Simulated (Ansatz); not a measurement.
# Ca9F16: the cost of one run

Program: Ansatz 0.2.0. Level of theory: DFT PBE+D3(BJ), plane waves, PAW, scalar-relativistic, no spin polarisation. These are calculated values, not measurements.

### Step 1. Starting point

The cell holds 25 atoms (Ca9F16): a = 5.299 Å, b = 5.299 Å, c = 20.273 Å, α = 90.00°, β = 90.00°, γ = 90.00°.

Its coordinates follow in the input file.

### Step 2. Relaxing end A

Contents of input.yaml:

```yaml
crystal:
  lattice:
    - [5.2991, 0.0, 0.0]
    - [0.0, 5.2991, 0.0]
    - [0.0, 0.0, 20.273425]
  atoms:
    - { symbol: Ca, position: [0.0, 0.0, 0.0493257] }
    - { symbol: F, position: [0.25, 0.75, 0.2453618] }
    - { symbol: F, position: [0.25, 0.25, 0.2453618] }
    - { symbol: Ca, position: [0.0, 0.5, 0.1800165] }
    - { symbol: F, position: [0.25, 0.25, 0.1146711] }
    - { symbol: F, position: [0.25, 0.75, 0.1146711] }
    - { symbol: Ca, position: [0.5, 0.0, 0.1800165] }
    - { symbol: F, position: [0.75, 0.75, 0.1146711] }
    - { symbol: F, position: [0.75, 0.25, 0.1146711] }
    - { symbol: Ca, position: [0.5, 0.5, 0.0493257] }
    - { symbol: F, position: [0.75, 0.25, 0.2453618] }
    - { symbol: F, position: [0.75, 0.75, 0.2453618] }
    - { symbol: Ca, position: [0.0, 0.0, 0.3107072] }
    - { symbol: F, position: [0.25, 0.75, 0.5067434] }
    - { symbol: F, position: [0.25, 0.25, 0.5067434] }
    - { symbol: Ca, position: [0.0, 0.5, 0.441398] }
    - { symbol: F, position: [0.25, 0.25, 0.3760526] }
    - { symbol: F, position: [0.25, 0.75, 0.3760526] }
    - { symbol: Ca, position: [0.5, 0.0, 0.441398] }
    - { symbol: F, position: [0.75, 0.75, 0.3760526] }
    - { symbol: F, position: [0.75, 0.25, 0.3760526] }
    - { symbol: Ca, position: [0.5, 0.5, 0.3107072] }
    - { symbol: F, position: [0.75, 0.25, 0.5067434] }
    - { symbol: F, position: [0.75, 0.75, 0.5067434] }
    - { symbol: Ca, position: [0.4096325, 0.6028813, 0.6098341] }
basis:
  ecutwfc: 420.0
kpoints:
  mp_grid: { grid: [3, 3, 1] }
hamiltonian:
  xc: pbe
  dispersion: d3bj
  pseudopotentials: { kind: paw, azcp: { folder: soft_1 } }
scf:
  occupations: { method: gaussian, width: 0.05 }
  lower_state_search: "off"
relax:
  f_tol: 0.03
  max_steps: 60
  adjacent_minimum: "off"
  constraints: [{ sites: [0, 4, 5, 7, 8, 9] }]
```

The run is started by

```sh
> ansatz run input.yaml --threads 4 --pin off --max-ram 10240MiB --backend cpu --events-out ev --progress --plain --runs-dir out
```

Q: Estimate wall time and peak memory on 4 threads of Arm Neoverse V1, shared host.

About 1.7 min, with a peak of 1.5 GiB.
